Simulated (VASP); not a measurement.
Write the native input for VASP 6.6.1 that does the following.

| Property | Result |
| --- | --- |
| Task | relaxation of cell and atoms |
| Functional | r2SCAN |
| Potentials or basis | VASP PAW PBE potentials, release 64 (Ta_pv) |
| Cutoff | 600 eV |
| k mesh | 18 × 18 × 18 |
| Occupations | gaussian, width 0.1 eV |
| Spin | no spin polarisation |
| Further INCAR settings | ALGO = Normal; EDIFF = 1e-07; IBRION = 2; EDIFFG = -0.005; NSW = 90; ISIF = 3 |

The structure of Ta lies in POSCAR:

```
Ta
1.0
   -1.6549278100      1.6549278100      1.6549278100
    1.6549278100     -1.6549278100      1.6549278100
    1.6549278100      1.6549278100     -1.6549278100
Ta
1
Direct
    0.0000000000      0.0000000000      0.0000000000
```

One way to write it, as run:

INCAR

```
SYSTEM = Ta
ALGO = Normal ; EDIFF = 1E-7
EDIFFG = -0.005 ; ENCUT = 600
IBRION = 2 ; ISIF = 3
ISMEAR = 0 ; LASPH = .True.
LCHARG = .False. ; LMIXTAU = .True.
LREAL = .False. ; LWAVE = .False.
METAGGA = R2SCAN ; NELM = 100
NSW = 90 ; PREC = Accurate
SIGMA = 0.1
```

KPOINTS

```
k-points
0
Gamma
  18 18 18
  0 0 0
```

Potentials or basis: VASP PAW PBE potentials, release 64 (Ta_pv).

Command:

```bash
$ cat potpaw_PBE.64/Ta_pv/POTCAR > POTCAR
$ mpirun -np 1 vasp_std > vasp.out
```

It gave:

```json
{
  "Relaxed volume": "18.10 Å³/atom",
  "Relaxed cell": "a = 2.865 Å, b = 2.865 Å, c = 2.865 Å, α = 109.47°, β = 109.47°, γ = 109.47°",
  "Space group after relaxing (to 0.05 Å)": "Im-3m (No. 229)",
  "Energy gained by relaxing": "0.0 meV/atom",
  "Ionic steps": "3",
  "Pressure after relaxing": "0.0 GPa",
  "Band gap on the k mesh": "none (metal or under the smearing width)"
}
```

Caveat: the PAW data sets were made with another functional, which shifts forces and pressure a little.

Wall time 120 s on 1 thread of Intel(R) Xeon(R) 6975P-C (Granite Rapids) (shared host), peak memory 0.18 GiB.
